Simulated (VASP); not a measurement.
# MgO (Fm-3m) in VASP: band structure with PBE

Aim: the band structure of MgO with PBE.

All numbers are computed with VASP 6.6.1; they aren't measurements. Logs are shortened: lines on timing, memory, paths and dates and some standing lists are left out, and cuts for length are marked.

**Measured values to compare with.**

From “Electronic structure of alkaline earth and post-transition metal oxides”, 2009, arxiv:0908.1581, for a bulk crystal of MgO: band gap 7.83 eV.

How close the calculation comes is told below.

### 1 The crystal as given

Symmetry: Fm-3m, No. 225, cubic system. The conventional cell has a = 4.247 Å, b = 4.247 Å, c = 4.247 Å, α = 90.00°, β = 90.00°, γ = 90.00°. Around Mg (site symmetry m-3m) lie 6 O at 2.12 Å. O (site symmetry m-3m) has 6 Mg at 2.12 Å as nearest neighbours.

### 2 Band structure, PBE

POSCAR reads:

```
MgO                                     
1.0
    0.0000000000      2.1234143070      2.1234143070
    2.1234143070      0.0000000000      2.1234143070
    2.1234143070      2.1234143070      0.0000000000
  Mg              O             
     1     1
Direct
     0.0000000000000000    0.0000000000000000    0.0000000000000000
     0.5000000000000000    0.5000000000000000    0.5000000000000000
```

INCAR.step1 reads:

```
ALGO     = Normal         # electronic algorithm
EDIFF    = 1E-7           # SCF threshold, eV
ENCUT    = 520            # plane-wave cutoff, eV
GGA      = PE             # functional
ISIF     = 2              # what is computed and relaxed
ISMEAR   = 0              # smearing method
LASPH    = True           # aspherical terms in the spheres
LCHARG   = True           # write CHGCAR
LREAL    = False          # projectors in reciprocal space
LWAVE    = False          # write WAVECAR
NELM     = 100            # most SCF steps
PREC     = Accurate       # precision mode
SIGMA    = 1.0            # smearing width, eV
```

KPOINTS.step1 reads:

```
k-points
0
Gamma
  12 12 12
```

INCAR.step2 reads:

```
ALGO     = Normal         # electronic algorithm
EDIFF    = 1E-7           # SCF threshold, eV
ENCUT    = 520            # plane-wave cutoff, eV
GGA      = PE             # functional
ICHARG   = 11             # starting density
ISIF     = 2              # what is computed and relaxed
ISMEAR   = 0              # smearing method
LASPH    = True           # aspherical terms in the spheres
LCHARG   = False          # write CHGCAR
LREAL    = False          # projectors in reciprocal space
LWAVE    = False          # write WAVECAR
NELM     = 100            # most SCF steps
PREC     = Accurate       # precision mode
SIGMA    = 0.05           # smearing width, eV
```

KPOINTS.step2 reads:

```
path GXWKGLUWLK,UX
10
line-mode
reciprocal
 0.0000000000  0.0000000000  0.0000000000  G
 0.5000000000  0.0000000000  0.5000000000  X

 0.5000000000  0.0000000000  0.5000000000  X
 0.5000000000  0.2500000000  0.7500000000  W

 0.5000000000  0.2500000000  0.7500000000  W
 0.3750000000  0.3750000000  0.7500000000  K

 0.3750000000  0.3750000000  0.7500000000  K
 0.0000000000  0.0000000000  0.0000000000  G

 0.0000000000  0.0000000000  0.0000000000  G
 0.5000000000  0.5000000000  0.5000000000  L

 0.5000000000  0.5000000000  0.5000000000  L
 0.6250000000  0.2500000000  0.6250000000  U

 0.6250000000  0.2500000000  0.6250000000  U
 0.5000000000  0.2500000000  0.7500000000  W

 0.5000000000  0.2500000000  0.7500000000  W
 0.5000000000  0.5000000000  0.5000000000  L

 0.5000000000  0.5000000000  0.5000000000  L
 0.3750000000  0.3750000000  0.7500000000  K

 0.6250000000  0.2500000000  0.6250000000  U
 0.5000000000  0.0000000000  0.5000000000  X
```

Potentials or basis: VASP PAW PBE potentials, release 64 (Mg, O).

Started as:

```sh
cat potpaw_PBE.64/Mg/POTCAR potpaw_PBE.64/O/POTCAR > POTCAR
cp INCAR.step1 INCAR
cp KPOINTS.step1 KPOINTS
mpirun -np 1 vasp_std > vasp.out
cp INCAR.step2 INCAR
cp KPOINTS.step2 KPOINTS
mpirun -np 1 vasp_std > vasp.out
```

OUTCAR:

```text
EDIFF = 1E-7
   ENCUT = 520
   GGA = PE
   ICHARG = 11
   ISIF = 2
   ISMEAR = 0
   LASPH = True
   LREAL = False
   NELM = 100
   PREC = Accurate

 ion  position               nearest neighbor table
   1  0.000  0.000  0.000-   2 2.12   2 2.12   2 2.12   2 2.12   2 2.12   2 2.12
   2  0.500  0.500  0.500-   1 2.12   1 2.12   1 2.12   1 2.12   1 2.12   1 2.12

  LATTYP: Found a face centered cubic cell.
 ALAT       =     4.2468286140

  Lattice vectors:

 A1 = (   0.0000000000,   2.1234143070,   2.1234143070)
 A2 = (   2.1234143070,   0.0000000000,   2.1234143070)
 A3 = (   2.1234143070,   2.1234143070,   0.0000000000)

Analysis of symmetry for initial positions (statically):
=====================================================================
 Subroutine PRICEL returns:
 Original cell was already a primitive cell.

 Routine SETGRP: Setting up the symmetry group for a
 face centered cubic supercell.

 Subroutine GETGRP returns: Found 48 space group operations
 (whereof 48 operations were pure point group operations)
 out of a pool of 48 trial point group operations.

The static configuration has the point symmetry O_h .

Analysis of symmetry for dynamics (positions and initial velocities):
=====================================================================
 Subroutine PRICEL returns:
 Original cell was already a primitive cell.

 Routine SETGRP: Setting up the symmetry group for a
 face centered cubic supercell.

 Subroutine GETGRP returns: Found 48 space group operations
 (whereof 48 operations were pure point group operations)
 out of a pool of 48 trial point group operations.

The dynamic configuration has the point symmetry O_h .

 Subroutine INISYM returns: Found 48 space group operations
 (whereof 48 operations are pure point group operations),
 and found     1 'primitive' translations

----------------------------------------------------------------------------------------

                                     Primitive cell

  volume of cell :      19.1485

  direct lattice vectors                    reciprocal lattice vectors
     0.000000000  2.123414307  2.123414307    -0.235469827  0.235469827  0.235469827
     2.123414307  0.000000000  2.123414307     0.235469827 -0.235469827  0.235469827
     2.123414307  2.123414307  0.000000000     0.235469827  0.235469827 -0.235469827

  length of vectors
     3.002961311  3.002961311  3.002961311     0.407845704  0.407845704  0.407845704

  position of ions in fractional coordinates (direct lattice)
     0.000000000  0.000000000  0.000000000
     0.500000000  0.500000000  0.500000000

  ion indices of the primitive-cell ions
   primitive index   ion index
                 1           1
                 2           2

----------------------------------------------------------------------------------------

 KPOINTS: path GXWKGLUWLK,UX

Interpolating k-points between supplied coordinates.

 Line segments in fractional coordinates (reciprocal lattice):
    0.000000  0.000000  0.000000  ...  0.500000  0.000000  0.500000
    0.500000  0.000000  0.500000  ...  0.500000  0.250000  0.750000
    0.500000  0.250000  0.750000  ...  0.375000  0.375000  0.750000
    0.375000  0.375000  0.750000  ...  0.000000  0.000000  0.000000
    0.000000  0.000000  0.000000  ...  0.500000  0.500000  0.500000
    0.500000  0.500000  0.500000  ...  0.625000  0.250000  0.625000
    0.625000  0.250000  0.625000  ...  0.500000  0.250000  0.750000
    0.500000  0.250000  0.750000  ...  0.500000  0.500000  0.500000
    0.500000  0.500000  0.500000  ...  0.375000  0.375000  0.750000
    0.625000  0.250000  0.625000  ...  0.500000  0.000000  0.500000

 Generated    10 points on each line segment, for a total of    100 k-points:

 Following reciprocal coordinates:
            Coordinates               Weight
  0.000000  0.000000  0.000000      0.010000
  0.055556  0.000000  0.055556      0.010000
  0.111111  0.000000  0.111111      0.010000
  0.166667  0.000000  0.166667      0.010000
  0.222222  0.000000  0.222222      0.010000
  0.277778  0.000000  0.277778      0.010000
[... 16 lines left out ...]
  0.472222  0.277778  0.750000      0.010000
  0.458333  0.291667  0.750000      0.010000
 [... further k-points ...]
   k-points           NKPTS =    100   k-points in BZ     NKDIM =    100   number of bands    NBANDS=      8
   number of dos      NEDOS =    301   number of ions     NIONS =      2
   total plane-waves  NPLWV =  13824
   dimension x,y,z NGX =    24 NGY =   24 NGZ =   24
   dimension x,y,z NGXF=    48 NGYF=   48 NGZF=   48
   ions per type =               1   1
   NGX,Y,Z   is equivalent  to a cutoff of  13.29, 13.29, 13.29 a.u.
   NGXF,Y,Z  is equivalent  to a cutoff of  26.57, 26.57, 26.57 a.u.
 SYSTEM =  unknown system
   PREC   = accura    normal or accurate (medium, high low for compatibility)
   ISTART =      0    job   : 0-new  1-cont  2-samecut
   ICHARG =     11    charge: 1-file 2-atom 10-const
   ISPIN  =      1    spin polarized calculation?
   LNONCOLLINEAR =      F non collinear calculations
   LSORBIT =      F    spin-orbit coupling
   LASPH  =      T    aspherical Exc in radial PAW
   ENCUT  =  520.0 eV  38.22 Ry    6.18 a.u.   5.58  5.58  5.58*2*pi/ulx,y,z
   NELM   =    100;   NELMIN=  2; NELMDL=  0     # of ELM steps
   EDIFF  = 0.1E-06   stopping-criterion for ELM
   LREAL  =      F    real-space projection
   EDIFFG = 0.1E-05   stopping-criterion for IOM
   NSW    =      0    number of steps for IOM
   IBRION =     -1    ionic relax: 0-MD 1-quasi-New 2-CG
   NFREE  =      0    steps in history (QN), initial steepest desc. (CG)
   ISIF   =      2    stress and relaxation
   ISYM   =      2    0-nonsym 1-usesym 2-fastsym
   POTIM  = 0.5000    time-step for ionic-motion
   TEBEG  =    0.0;   TEEND  =   0.0 temperature during run
   PSTRESS=    0.0 pullay stress
   NELECT =       8.0000    total number of electrons
   NUPDOWN=      -1.0000    fix difference up-down
   EMIN   =  10.00;   EMAX   =-10.00  energy-range for DOS
   EFERMI =   0.00;   METHOD = LEGACY
   ISMEAR =     0;   SIGMA  =   0.05  broadening in eV -4-tet -1-fermi 0-gaus
   EFERMI_NEDOS =   21; number of points for ismear=-14 and -15
   IALGO  =     38    algorithm
   IMIX   =      4    mixing-type and parameters
     AMIX     =   0.40;   BMIX     =  1.00
     AMIX_MAG =   1.60;   BMIX_MAG =  1.00
  volume/ion in A,a.u.               =       9.57        64.61
  Fermi-wavevector in a.u.,A,eV,Ry     =   1.223846  2.312734 20.378791  1.497799
  Thomas-Fermi vector in A             =   2.358942
   LORBIT       =      0    0 simple, 1 ext, 2 COOP (PROOUT), +10 PAW based schemes
   GGA     = PE    functional components
   LHFCALC =     F    Hartree Fock is set to
   AEXX    =    0.0000 exact exchange contribution
   IVDW    =     0    specifies the selected vdW correction
   LEPSILON=     F    determine dielectric tensor
   LRPA    =     F    only Hartree local field effects (RPA)
 non-spin polarized calculation
 Gauss-broadening in eV      SIGMA  =   0.05
  energy-cutoff  :      520.00
  volume of cell :       19.15
 maximum number of plane-waves:       534
 NGX is ok and might be reduce to    24

 number of electron       8.0000004 magnetization

 Free energy of the ion-electron system (eV)
  ---------------------------------------------------
  ext. energy  EPLUGINS =         0.00000000
  ---------------------------------------------------
  free energy    TOTEN  =       -12.06087026 eV

  energy without entropy =      -12.06087026  energy(sigma->0) =      -12.06087026

 E-fermi :   3.2265     XC(G=0): -10.9624

 val. band max:        3.0042278205   @ k =   0.0000   0.0000   0.0000
 cond. band min:       7.4944369443   @ k =   0.0000   0.0000   0.0000
 fundamental gap:      4.4902091238
 Fermi energy:         3.2265235712

 k-point     1 :       0.0000    0.0000    0.0000
  band No.  band energies     occupation
      1     -14.1346      2.00000
      2       3.0042      2.00000
      3       3.0042      2.00000
      4       3.0042      2.00000
      5       7.4944      0.00000
      6      18.6642      0.00000
      7      18.6642      0.00000
      8      18.6642      0.00000

 k-point     2 :       0.0556    0.0000    0.0556
  band No.  band energies     occupation
      1     -14.0925      2.00000
      2       2.7534      2.00000
      3       2.9566      2.00000
      4       2.9566      2.00000
      5       7.7818      0.00000
      6      18.0196      0.00000
      7      18.7652      0.00000
      8      18.7652      0.00000

 k-point     3 :       0.1111    0.0000    0.1111
  band No.  band energies     occupation
      1     -13.9703      2.00000
      2       2.1546      2.00000
      3       2.8232      2.00000
      4       2.8232      2.00000
      5       8.4919      0.00000
      6      16.8226      0.00000
      7      19.0494      0.00000
      8      19.0494      0.00000

 k-point     4 :       0.1667    0.0000    0.1667
  band No.  band energies     occupation
      1     -13.7806      2.00000
      2       1.4378      2.00000
      3       2.6280      2.00000
      4       2.6280      2.00000
      5       9.3972      0.00000
      6      15.6278      0.00000
      7      19.4672      0.00000
      8      19.4672      0.00000

 k-point     5 :       0.2222    0.0000    0.2222
  band No.  band energies     occupation
      1     -13.5445      2.00000
      2       0.7392      2.00000
      3       2.4023      2.00000
      4       2.4023      2.00000
      5      10.3556      0.00000
      6      14.5698      0.00000
      7      18.8924      0.00000
      8      19.9550      0.00000
[... 177 lines left out ...]
 k-point    22 :       0.4861    0.2639    0.7500
  band No.  band energies     occupation
      1     -12.6147      2.00000
      2       0.0202      2.00000
      3       0.2271      2.00000
      4       1.2956      2.00000
      5      14.3108      0.00000
      6      14.6379      0.00000
      7      14.8517      0.00000
      8      18.2444      0.00000

 k-point    23 :       0.4722    0.2778    0.7500
  band No.  band energies     occupation
      1     -12.6184      2.00000
      2      -0.0754      2.00000
      3       0.3014      2.00000
      4       1.3466      2.00000
      5      14.1064      0.00000
      6      14.7816      0.00000
      7      14.7973      0.00000
      8      18.3994      0.00000

 k-point    24 :       0.4583    0.2917    0.7500
  band No.  band energies     occupation
      1     -12.6236      2.00000
      2      -0.1598      2.00000
      3       0.3469      2.00000
      4       1.4293      2.00000
      5      13.8813      0.00000
      6      14.7289      0.00000
      7      14.9131      0.00000
      8      18.6356      0.00000

 [... further k-points ...]

------------------------ aborting loop because EDIFF is reached ----------------------------------------

  FORCE on cell =-STRESS in cart. coord.  units (eV):
  Direction    XX          YY          ZZ          XY          YZ          ZX
  --------------------------------------------------------------------------------------
  -------------------------------------------------------------------------------------
  Total       -0.2902691     -0.2902691     -0.2902691      0.0000000      0.0000000     -0.0000000
  in kB      -24.2871868    -24.2871868    -24.2871868      0.0000000      0.0000000     -0.0000000
  external PRESSURE =     -24.2871868 kB  Pullay stress =       0.0000000 kB

 VOLUME and BASIS-vectors are now :
 -----------------------------------------------------------------------------
  energy-cutoff  :      520.00
  volume of cell :       19.15
      direct lattice vectors                 reciprocal lattice vectors
     0.000000000  2.123414307  2.123414307    -0.235469827  0.235469827  0.235469827
     2.123414307  0.000000000  2.123414307     0.235469827 -0.235469827  0.235469827
     2.123414307  2.123414307  0.000000000     0.235469827  0.235469827 -0.235469827

 POSITION                                       TOTAL-FORCE (eV/Angst)
 -----------------------------------------------------------------------------------
      0.00000      0.00000      0.00000        -0.000000     -0.000000     -0.000000
      2.12341      2.12341      2.12341         0.000000      0.000000      0.000000
 -----------------------------------------------------------------------------------
    total drift:                               -0.000000     -0.000000      0.000000

  FREE ENERGIE OF THE ION-ELECTRON SYSTEM (eV)
  ---------------------------------------------------
  free  energy   TOTEN  =       -12.0608702637 eV

  energy  without entropy=      -12.0608702636  energy(sigma->0) =      -12.06087026
```

Run time: 19 s. Hardware: 1 thread of Intel Xeon Platinum 8259CL at 2.50GHz (Skylake/Cascade Lake), shared host; peak memory 0.14 GiB.

What came out:

```
Band gap on the k mesh  : 4.49 eV, direct
Band gap along the path : 4.49 eV, direct
```

Levels at the corners of the path, in eV from the valence-band top:
| point | band 1 | band 2 | band 3 | band 4 | band 5 | band 6 | band 7 | band 8 |
| --- | --- | --- | --- | --- | --- | --- | --- | --- |
| Γ | -17.14 | 0.00 | 0.00 | 0.00 | 4.49 | 15.66 | 15.66 | 15.66 |
| X | -15.67 | -3.98 | -1.31 | -1.31 | 9.09 | 9.70 | 12.84 | 18.60 |
| X | -15.67 | -3.98 | -1.31 | -1.31 | 9.09 | 9.70 | 12.84 | 18.60 |
| W | -15.62 | -2.88 | -2.88 | -1.72 | 11.48 | 11.48 | 11.87 | 15.19 |
| W | -15.62 | -2.88 | -2.88 | -1.72 | 11.48 | 11.48 | 11.87 | 15.19 |
| K | -15.65 | -3.40 | -2.64 | -1.11 | 9.97 | 11.49 | 12.31 | 17.79 |
| K | -15.65 | -3.40 | -2.64 | -1.11 | 9.97 | 11.49 | 12.31 | 17.78 |
| Γ | -17.14 | 0.00 | 0.00 | 0.00 | 4.49 | 15.66 | 15.66 | 15.66 |
| Γ | -17.14 | 0.00 | 0.00 | 0.00 | 4.49 | 15.66 | 15.66 | 15.66 |
| L | -15.92 | -4.51 | -0.63 | -0.63 | 7.74 | 12.33 | 16.06 | 16.06 |
| L | -15.92 | -4.51 | -0.63 | -0.63 | 7.74 | 12.33 | 16.06 | 16.06 |
| U | -15.65 | -3.40 | -2.64 | -1.11 | 9.97 | 11.49 | 12.31 | 17.78 |
| U | -15.65 | -3.40 | -2.64 | -1.11 | 9.97 | 11.49 | 12.31 | 17.78 |
| W | -15.62 | -2.88 | -2.88 | -1.72 | 11.48 | 11.48 | 11.87 | 15.19 |
| W | -15.62 | -2.88 | -2.88 | -1.72 | 11.48 | 11.48 | 11.87 | 15.19 |
| L | -15.92 | -4.51 | -0.63 | -0.63 | 7.74 | 12.33 | 16.06 | 16.06 |
| L | -15.92 | -4.51 | -0.63 | -0.63 | 7.74 | 12.33 | 16.06 | 16.06 |
| K | -15.65 | -3.40 | -2.64 | -1.11 | 9.97 | 11.49 | 12.31 | 17.78 |
| U | -15.65 | -3.40 | -2.64 | -1.11 | 9.97 | 11.49 | 12.31 | 17.78 |
| X | -15.67 | -3.98 | -1.31 | -1.31 | 9.09 | 9.70 | 12.84 | 18.60 |

Caveat: the log is that of the step along the path at fixed density, whose energy, stress, charges and moments have no meaning.

### 3 Against experiment

Step 2. A measured gap of MgO is 7.83 eV (quoted in “Electronic structure of alkaline earth and post-transition metal oxides”, 2009, arxiv:0908.1581); the calculated 4.49 eV misses it by -3.34 eV. The value is that of PBE, without temperature or zero-point motion. Semilocal functionals fall short of measured gaps as a rule.
